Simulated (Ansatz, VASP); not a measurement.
HfB: VASP beside Ansatz

Contents of INCAR:

```
SYSTEM = HfB
ALGO     = Normal         ! electronic algorithm
EDIFF    = 1E-7           ! SCF threshold, eV
ENCUT    = 520            ! plane-wave cutoff, eV
GGA      = PS             ! functional
ISIF     = 2              ! what is computed and relaxed
ISMEAR   = -1             ! smearing method
LASPH    = .TRUE.         ! aspherical terms in the spheres
LCHARG   = .FALSE.        ! write CHGCAR
LREAL    = .FALSE.        ! projectors in reciprocal space
LWAVE    = .FALSE.        ! write WAVECAR
NBANDS   = 14             ! bands
NELM     = 60             ! most SCF steps
PREC     = Accurate       ! precision mode
SIGMA    = 0.05           ! smearing width, eV
```

KPOINTS

```
k-points
0
G
  10 10 10
  0 0 0
```

The input POSCAR:

```
HfB
1.0
    0.0000000000      2.3403982228      2.3403982228
    2.3403982228      0.0000000000      2.3403982228
    2.3403982228      2.3403982228      0.0000000000
Hf B
1 1
Direct
    0.5000000000      0.5000000000      0.5000000000
    0.0000000000      0.0000000000      0.0000000000
```

input.yaml

```yaml
crystal:
  lattice:
    - [0.0, 2.3403982228, 2.3403982228]
    - [2.3403982228, 0.0, 2.3403982228]
    - [2.3403982228, 2.3403982228, 0.0]
  atoms:
    - { symbol: Hf, position: [0.5, 0.5, 0.5] }
    - { symbol: B, position: [0.0, 0.0, 0.0] }
kpoints:
  mp_grid: { grid: [10, 10, 10] }
scf:
  occupations: { method: fermi_dirac, width: 0.05 }
hamiltonian:
  xc: pbesol
  pseudopotentials: { kind: all_electron, lapw: { basis_error: 0.0005 } }
output:
  forces: true
  stress: true
  eigenvalues: true
```

Change from the starting cell: volume scaled by 1.04.

Alike in both runs: task single point; functional PBEsol; k mesh 10 × 10 × 10; occupations fermi-dirac, width 0.05 eV; no spin polarisation.

|  | VASP | Ansatz |
| --- | --- | --- |
| version | VASP 6.6.1 | Ansatz 0.2.0 |
| potentials or method | VASP PAW PBE potentials, release 64 (Hf_pv, B) | all-electron LAPW, scalar-relativistic |
| plane-wave cutoff (eV) | 520 | see its input |

VASP gave:

```
gap on the k mesh at the Fermi level (eV) : none
pressure (GPa)                            : 14.4
```

Question: Estimate Ansatz's values.

Answer: gap on the k mesh at the Fermi level (eV): none; pressure (GPa): 13.7.

A gap of «none» marks a metal or a gap that the smearing closes. Ansatz ran all-electron here, so the differences hold the error of VASP's frozen core and of both bases.

Caveats: the PAW data sets were made with another functional, which shifts forces and pressure a little (VASP). The runs have no spin-orbit coupling, so splittings on Hf are missing.
